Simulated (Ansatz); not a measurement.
**Al2O3 (R-3c): a vacancy on Al**

An exercise on one series of results from a longer session: the logs are not shown, and one member is left open.

All numbers below are computed with Ansatz 0.2.0 (DFT PBEsol, scalar-relativistic, plane waves, PAW).

4 further runs of the same task are left out: 4 set aside as unsound or not needed.

**The starting structure**

The cell holds 39 atoms (Al15O24): a = 7.015 Å, b = 7.015 Å, c = 7.015 Å, α = 85.77°, β = 85.77°, γ = 85.77°.

The coordinates of this cell stand in the input of its own run.

The host was relaxed before at PBEsol: a = 4.774 Å, b = 4.774 Å, c = 13.015 Å, α = 90.00°, β = 90.00°, γ = 120.00° (conventional cell), 8.562 Å³/atom.

Places, in fractions of the supercell: a vacancy on Al at (0.148, 0.148, 0.148). Its neighbours start displaced at random by about 0.03 Å.

The first run:

The input, input.yaml:

```yaml
crystal:
  lattice:
    - [2.3869305898, 1.3780950186, 4.3382851415]
    - [-2.3869305898, 1.3780950186, 4.3382851415]
    - [0.0, -2.7561900372, 4.3382851415]
  atoms:
    - { symbol: Al, position: [0.1479209717, 0.1479209717, 0.1479209717] }
    - { symbol: Al, position: [0.3520790283, 0.3520790283, 0.3520790283] }
    - { symbol: Al, position: [0.6479209717, 0.6479209717, 0.6479209717] }
    - { symbol: Al, position: [0.8520790283, 0.8520790283, 0.8520790283] }
    - { symbol: O, position: [0.9441401455, 0.5558598545, 0.25] }
    - { symbol: O, position: [0.4441401455, 0.75, 0.0558598545] }
    - { symbol: O, position: [0.5558598545, 0.25, 0.9441401455] }
    - { symbol: O, position: [0.25, 0.9441401455, 0.5558598545] }
    - { symbol: O, position: [0.75, 0.0558598545, 0.4441401455] }
    - { symbol: O, position: [0.0558598545, 0.4441401455, 0.75] }
basis:
  ecutwfc: 420
  xc_grid: 2
kpoints:
  mp_grid: { grid: [6, 6, 6] }
  band_path: { path: [VBM, CBM], npoints: 2 }
hamiltonian:
  xc: pbesol
scf:
  occupations: { method: gaussian, width: 0.02 }
output:
  forces: true
  stress: true
  eigenvalues: true
```

Run with:

```bash
ansatz run input.yaml --threads 8 --pin off --max-ram 16384MiB --backend cpu --events-out ev --progress --plain --runs-dir out
```

Steps of the session up to this table: Band edges of the host over the zone; Dielectric tensors of the host, without U; The perfect crystal in the supercell of 40 atoms; Charge 0, atoms relaxed; More of the same log: V_Al, charge +0, atoms relaxed at the host's cell; Charge -1, atoms relaxed; Charge -3, atoms relaxed; More of the same log: V_Al, charge -3, atoms relaxed at the host's cell.

One of the session's tables, all rows but one given; the rest of the session is left out.

It belongs to the step «How the shell moved». 

| state | cell moment (μB) |
| --- | --- |
| ideal sites | 0.00 |
| charge 0 | 3.00 |
| charge -1 | ? |
| charge -3 | 0.00 |

Q: Estimate the row for charge -1 from the others.

The run gave: cell moment (μB): 2.00. In the column «cell moment (μB)» it lies between charge -3 (0.00) and charge 0 (3.00).

To keep in mind: The program doubts the potential alignment. Warnings in the runs' records: seeded moment not kept.
